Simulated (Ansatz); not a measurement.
Vibrational response of InAs at 2 GPa

Computed with Ansatz 0.2.0, DFT PBEsol, scalar-relativistic, plane waves, PAW. Settings: 420 eV plane-wave cutoff, Γ-centred 12×12×12 mesh, Fermi-Dirac smearing of 0.15 eV. No spin polarisation. Phonons by linear response, acoustic sum rule imposed.

The cell, relaxed at 2 GPa:
```yaml
crystal:
  lattice:
    - [0.00000, 3.01023, 3.01023]
    - [3.01023, 0.00000, 3.01023]
    - [3.01023, 3.01023, 0.00000]
  atoms:
    - { symbol: In, position: [0.00000, 0.00000, 0.00000] }
    - { symbol: As, position: [0.75000, 0.75000, 0.75000] }
```

In a metal, frequencies and elastic constants depend on the k mesh and the smearing, soft modes and shear constants most.

(1) Is this structure stable against zone-centre distortions?

(2) List the optical modes at Γ (i marks imaginary ones).

Answers

(1) Yes, at Γ: no optical mode is imaginary. Strains and other wave vectors aren't tested by this run.

(2)
```json
{"frequency (cm⁻¹)": "218", "degeneracy": "3"}
```

The bands only touch here, so at this level the crystal is a zero-gap semiconductor or semimetal, not an ordinary metal; spin–orbit coupling, left out, can open or move such a gap.

Cost: 1 run of about 0.8 core-minutes, on Intel Xeon Platinum 8375C (Ice Lake) (shared hosts).